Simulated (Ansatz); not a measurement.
Input and command of a plane-wave DFT calculation in Ansatz:

```yaml
crystal:
  lattice:
    - [5.0296354478, 0.0, 0.0]
    - [-2.5148177239, 4.3557920696, 0.0]
    - [0.0, 0.0, 3.1633984651]
  atoms:
    - { symbol: Zr, position: [0.0, 0.0, 0.0] }
    - { symbol: Zr, position: [0.3333333333, 0.6666666667, 0.5] }
    - { symbol: Zr, position: [0.6666666667, 0.3333333333, 0.5] }
basis:
  ecutwfc: 500
kpoints:
  mp_grid: { grid: [12, 12, 14] }
hamiltonian:
  xc: r2scan
scf:
  occupations: { method: gaussian, width: 0.1 }
output:
  forces: true
  stress: true
  eigenvalues: true
relax:
  adjacent_minimum: "off"
  f_tol: 0.01
  max_steps: 60
  cell: { stress_tol: 0.1 }
```

```bash
ansatz run input.yaml --threads 1 --pin off --max-ram 2560MiB --backend cpu --events-out ev --progress --plain --runs-dir out
```

Processor: Intel(R) Xeon(R) 6975P-C (Granite Rapids), 1 thread, on a host shared with other jobs.

Task: Estimate time, memory and problem size.

Result: About 43 s on 1 thread of Intel(R) Xeon(R) 6975P-C (Granite Rapids) (shared host), peak memory 0.75 GiB. It solves 22 bands at 152 k points (the mesh reduced by the symmetry that the task leaves, which can be less than the crystal's) with about 1757 plane waves (on the last cell), in 22 SCF iterations over 4 ionic steps.
